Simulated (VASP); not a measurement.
# Ta2H (C222) in VASP: notebook

One crystal, Ta2H, is run at these levels: PBEsol, LDA; tasks: electric field gradients.

All numbers are computed with VASP 6.6.1; they aren't measurements. Logs are shortened: lines on timing, memory, paths and dates and some standing lists are left out, and cuts for length are marked.

## Step 1: The crystal as given

Symmetry: C222, No. 21, orthorhombic system. The conventional cell has a = 3.441 Å, b = 4.743 Å, c = 4.759 Å, α = 90.00°, β = 90.00°, γ = 90.00°. Ta (site symmetry 2) has 2 H at 1.93 Å as nearest neighbours. H (site symmetry 222) has 4 Ta at 1.93 Å as nearest neighbours.

The cell comes from a database or a generator and needn't be the stable form of this composition.

## Step 2: Electric field gradients, PBEsol

INCAR reads:

```
PREC = Accurate
ENCUT = 520
EDIFF = 1E-8
ISMEAR = -1
SIGMA = 0.03
LREAL = False
LASPH = True
NELM = 100
ALGO = Fast
ISIF = 2
LWAVE = False
LCHARG = False
GGA = PS
LEFG = True
NBANDS = 18
```

KPOINTS reads:

```
regular mesh
0
Gamma
  15 15 9
```

POSCAR reads:

```
Ta2H
1.0
    1.7204951073     -2.3714690318      0.0000000000
    1.7204951073      2.3714690318      0.0000000000
    0.0000000000      0.0000000000      4.7585693900
Ta H
2 1
Direct
    0.0000000000      0.5000000000      0.2645697700
    0.5000000000      0.0000000000      0.7354302300
    0.0000000000      0.0000000000      0.0000000000
```

Potentials or basis: VASP PAW PBE potentials, release 64 (Ta_pv, H).

Command:

```console
> cat potpaw_PBE.64/Ta_pv/POTCAR potpaw_PBE.64/H/POTCAR > POTCAR
> mpirun -np 1 vasp_std > vasp.out
```

OUTCAR:

```text
PREC = Accurate
   ENCUT = 520
   EDIFF = 1E-8
   ISMEAR = -1
   LREAL = False
   LASPH = True
   NELM = 100
   ISIF = 2
   GGA = PS

 ion  position               nearest neighbor table
   1  0.000  0.500  0.265-   3 1.93   3 1.93   2 2.82   2 2.82   2 3.05   2 3.05   2 3.26   2 3.26
                             2 3.46   2 3.46
   2  0.500  0.000  0.735-   3 1.93   3 1.93   1 2.82   1 2.82   1 3.05   1 3.05   1 3.26   1 3.26
                             1 3.46   1 3.46
   3  0.000  0.000  0.000-   1 1.93   2 1.93   1 1.93   2 1.93

  LATTYP: Found a base centered orthorhombic cell.
 ALAT       =     3.4409902146
 B/A-ratio  =     1.3783642986
 C/A-ratio  =     1.3829069812

  Lattice vectors:

 A1 = (   1.7204951073,  -2.3714690318,   0.0000000000)
 A2 = (   1.7204951073,   2.3714690318,   0.0000000000)
 A3 = (   0.0000000000,   0.0000000000,   4.7585693900)

Analysis of symmetry for initial positions (statically):
=====================================================================
 Subroutine PRICEL returns:
 Original cell was already a primitive cell.

 Routine SETGRP: Setting up the symmetry group for a
 base centered orthorhombic supercell.

 Subroutine GETGRP returns: Found  4 space group operations
 (whereof  4 operations were pure point group operations)
 out of a pool of  8 trial point group operations.

The static configuration has the point symmetry D_2 .

Analysis of symmetry for dynamics (positions and initial velocities):
=====================================================================
 Subroutine PRICEL returns:
 Original cell was already a primitive cell.

 Routine SETGRP: Setting up the symmetry group for a
 base centered orthorhombic supercell.

 Subroutine GETGRP returns: Found  4 space group operations
 (whereof  4 operations were pure point group operations)
 out of a pool of  8 trial point group operations.

The dynamic configuration has the point symmetry D_2 .

 Subroutine INISYM returns: Found  4 space group operations
 (whereof  4 operations are pure point group operations),
 and found     1 'primitive' translations

----------------------------------------------------------------------------------------

[... 138 lines left out ...]
  ext. energy  EPLUGINS =         0.00000000
  ---------------------------------------------------
  free energy    TOTEN  =       -28.94971966 eV

  energy without entropy =      -28.94475966  energy(sigma->0) =      -28.94723966

 E-fermi :   5.2546     XC(G=0): -12.5992

 val. band max:        5.2537358981   @ k =  -0.1333   0.1333   0.2222
 cond. band min:       5.2565293059   @ k =   0.4667   0.2000   0.0000
 fundamental gap:      0.0027934078
 Fermi energy:         5.2545797341

 k-point     1 :       0.0000    0.0000    0.0000
  band No.  band energies     occupation
      1     -29.1596      2.00000
      2     -28.4823      2.00000
      3     -28.1881      2.00000
      4     -28.1726      2.00000
      5     -28.1551      2.00000
      6     -28.1212      2.00000
[... 481 lines left out ...]
      5     -28.3029      2.00000
      6     -28.2792      2.00000
[... 10 lines left out ...]
     17       9.6420      0.00000
     18      12.0120      0.00000

 [... further k-points ...]

------------------------ aborting loop because EDIFF is reached ----------------------------------------

  FORCE on cell =-STRESS in cart. coord.  units (eV):
  Direction    XX          YY          ZZ          XY          YZ          ZX
  --------------------------------------------------------------------------------------
  -------------------------------------------------------------------------------------
  Total       -1.2972282     -0.8881262     -0.7800389      0.0000000      0.0000000      0.0000000
  in kB      -53.5241366    -36.6444278    -32.1847056      0.0000000      0.0000000      0.0000000
  external PRESSURE =     -40.7844233 kB  Pullay stress =       0.0000000 kB

 VOLUME and BASIS-vectors are now :
 -----------------------------------------------------------------------------
  energy-cutoff  :      520.00
  volume of cell :       38.83
      direct lattice vectors                 reciprocal lattice vectors
     1.720495107 -2.371469032  0.000000000     0.290614020 -0.210839776  0.000000000
     1.720495107  2.371469032  0.000000000     0.290614020  0.210839776  0.000000000
     0.000000000  0.000000000  4.758569390     0.000000000  0.000000000  0.210147193

 POSITION                                       TOTAL-FORCE (eV/Angst)
 -----------------------------------------------------------------------------------
      0.86025      1.18573      1.25897         0.000000      0.000000      0.032941
      0.86025     -1.18573      3.49960        -0.000000      0.000000     -0.032941
      0.00000      0.00000      0.00000         0.000000     -0.000000      0.000000
 -----------------------------------------------------------------------------------
    total drift:                                0.000000     -0.000000      0.000000

  FREE ENERGIE OF THE ION-ELECTRON SYSTEM (eV)
  ---------------------------------------------------
  free  energy   TOTEN  =       -28.9497196641 eV

  energy  without entropy=      -28.9447596571  energy(sigma->0) =      -28.94723966

 Electric field gradients (V/A^2)
---------------------------------------------------------------------
 ion       V_xx      V_yy      V_zz      V_xy      V_xz      V_yz
---------------------------------------------------------------------
   1       7.297   -19.221    11.924   -94.741    -0.000    -0.000
   2       7.297   -19.221    11.924    94.741    -0.000     0.000
   3      -4.529     1.527     3.002    -0.000    -0.000     0.000
---------------------------------------------------------------------

 Electric field gradients after diagonalization (V/A^2)
 (convention: |V_zz| > |V_xx| > |V_yy|)
----------------------------------------------------------------------
 ion       V_xx      V_yy      V_zz     asymmetry (V_yy - V_xx)/ V_zz
----------------------------------------------------------------------
   1      89.702    11.924  -101.627       0.765
   2      89.702    11.924  -101.627       0.765
   3       3.002     1.527    -4.529       0.326
----------------------------------------------------------------------

           NMR quadrupolar parameters

 Cq : quadrupolar parameter    Cq=e*Q*V_zz/h
 eta: asymmetry parameters     (V_yy - V_xx)/ V_zz
 Q  : nuclear electric quadrupole moment in mb (millibarn)
----------------------------------------------------------------------
 ion       Cq(MHz)       eta       Q (mb)
----------------------------------------------------------------------
   1      -0.246       0.765       1.000
   2      -0.246       0.765       1.000
   3      -0.011       0.326       1.000
----------------------------------------------------------------------
```

stdout:

```text
POSCAR found type information on POSCAR TaH
 POSCAR found :  2 types and       3 ions
 scaLAPACK will be used
 -----------------------------------------------------------------------------
|                                                                             |
|                                                                             |
|     You enforced a specific xc type in the INCAR file but a different       |
|     I HOPE YOU KNOW WHAT YOU ARE DOING!                                     |
|                                                                             |
 -----------------------------------------------------------------------------

 LDA part: xc-table for (Slater+PW92), standard interpolation
 POSCAR, INCAR and KPOINTS ok, starting setup
 FFT: planning ... GRIDC
 FFT: planning ... GRID_SOFT
 FFT: planning ... GRID
 WAVECAR not read
 entering main loop
WARNING in EDDRMM: call to ZHEGV failed, returncode =   6  3     14
ion   1

ion   2

ion   3
```

Wall time 97 s (1 thread of Intel Xeon 6975P-C (Granite Rapids), shared host); peak memory 0.31 GiB.

What came out:

* Free energy: -28.9497 eV
* Pressure: -4.1 GPa
* Largest force: 0.033 eV/Å
* Band gap on the k mesh: none (metal or under the smearing width)

Forces on the atoms (eV/Å):
```
Ta   0.000  0.000  0.033
Ta   0.000  0.000 -0.033
H    0.000  0.000  0.000
```

Electric field gradients, principal values (V/Å²):
```
atom     Vxx     Vyy       Vzz
1 Ta  11.924  89.702  -101.627
2 Ta  11.924  89.702  -101.627
 3 H   1.527   3.002    -4.529
```

Caveat: the PAW data sets were made with another functional, which shifts forces and pressure a little.

## Step 3: Electric field gradients, LDA

INCAR: that of step 2 with these lines changed.

```diff
@@ -12,3 +12,2 @@
 LCHARG = False
-GGA = PS
 LEFG = True
```

KPOINTS is that of step 2.

POSCAR is that of step 2.

Potentials or basis: VASP PAW LDA potentials, release 64 (Ta_pv, H).

Command:

```console
> cat potpaw_LDA.64/Ta_pv/POTCAR potpaw_LDA.64/H/POTCAR > POTCAR
> mpirun -np 1 vasp_std > vasp.out
```

OUTCAR:

```text
PREC = Accurate
   ENCUT = 520
   EDIFF = 1E-8
   ISMEAR = -1
   LREAL = False
   LASPH = True
   NELM = 100
   ISIF = 2

 ion  position               nearest neighbor table
   1  0.000  0.500  0.265-   3 1.93   3 1.93   2 2.82   2 2.82   2 3.05   2 3.05   2 3.26   2 3.26
                             2 3.46   2 3.46
   2  0.500  0.000  0.735-   3 1.93   3 1.93   1 2.82   1 2.82   1 3.05   1 3.05   1 3.26   1 3.26
                             1 3.46   1 3.46
   3  0.000  0.000  0.000-   1 1.93   2 1.93   1 1.93   2 1.93

  LATTYP: Found a base centered orthorhombic cell.
 ALAT       =     3.4409902146
 B/A-ratio  =     1.3783642986
 C/A-ratio  =     1.3829069812

  Lattice vectors:

 A1 = (   1.7204951073,  -2.3714690318,   0.0000000000)
 A2 = (   1.7204951073,   2.3714690318,   0.0000000000)
 A3 = (   0.0000000000,   0.0000000000,   4.7585693900)

Analysis of symmetry for initial positions (statically):
=====================================================================
 Subroutine PRICEL returns:
 Original cell was already a primitive cell.
[... 705 lines left out ...]

 POSITION                                       TOTAL-FORCE (eV/Angst)
 -----------------------------------------------------------------------------------
      0.86025      1.18573      1.25897         0.000000      0.000000      0.104456
      0.86025     -1.18573      3.49960         0.000000      0.000000     -0.104456
      0.00000      0.00000      0.00000         0.000000     -0.000000      0.000000
 -----------------------------------------------------------------------------------
    total drift:                                0.000000      0.000000      0.000000

  FREE ENERGIE OF THE ION-ELECTRON SYSTEM (eV)
  ---------------------------------------------------
  free  energy   TOTEN  =       -29.6835759203 eV

  energy  without entropy=      -29.6786756179  energy(sigma->0) =      -29.68112577

 Electric field gradients (V/A^2)
---------------------------------------------------------------------
 ion       V_xx      V_yy      V_zz      V_xy      V_xz      V_yz
---------------------------------------------------------------------
   1       9.780   -20.501    10.721  -101.780    -0.000    -0.000
   2       9.780   -20.501    10.721   101.780    -0.000     0.000
   3      -4.413     1.482     2.931     0.000    -0.000    -0.000
---------------------------------------------------------------------

 Electric field gradients after diagonalization (V/A^2)
 (convention: |V_zz| > |V_xx| > |V_yy|)
----------------------------------------------------------------------
 ion       V_xx      V_yy      V_zz     asymmetry (V_yy - V_xx)/ V_zz
----------------------------------------------------------------------
   1      97.539    10.721  -108.260       0.802
   2      97.539    10.721  -108.260       0.802
   3       2.931     1.482    -4.413       0.328
----------------------------------------------------------------------

           NMR quadrupolar parameters

 Cq : quadrupolar parameter    Cq=e*Q*V_zz/h
 eta: asymmetry parameters     (V_yy - V_xx)/ V_zz
 Q  : nuclear electric quadrupole moment in mb (millibarn)
----------------------------------------------------------------------
 ion       Cq(MHz)       eta       Q (mb)
----------------------------------------------------------------------
   1      -0.262       0.802       1.000
   2      -0.262       0.802       1.000
   3      -0.011       0.328       1.000
----------------------------------------------------------------------
```

stdout:

```text
POSCAR found type information on POSCAR TaH
 POSCAR found :  2 types and       3 ions
 scaLAPACK will be used
 LDA part: xc-table for (Slater(with rela. corr.)+CA(PZ))
 , standard interpolation
 POSCAR, INCAR and KPOINTS ok, starting setup
 FFT: planning ... GRIDC
 FFT: planning ... GRID_SOFT
 FFT: planning ... GRID
 WAVECAR not read
 entering main loop
WARNING in EDDRMM: call to ZHEGV failed, returncode =   6  3     16
ion   1

ion   2

ion   3
```

Run time: 1.8 min. Hardware: 1 thread of Intel Xeon 6975P-C (Granite Rapids), shared host; peak memory 0.3 GiB.

Results:

```
Free energy            : -29.6836 eV
Pressure               : -7.9 GPa
Largest force          : 0.104 eV/Å
Band gap on the k mesh : none (metal or under the smearing width)
```

Forces on the atoms (eV/Å):
```
Ta   0.000  0.000  0.104
Ta   0.000  0.000 -0.104
H    0.000  0.000  0.000
```

Electric field gradients, principal values (V/Å²):
```tsv
atom	Vxx	Vyy	Vzz
1 Ta	10.721	97.539	-108.260
2 Ta	10.721	97.539	-108.260
3 H	1.482	2.931	-4.413
```
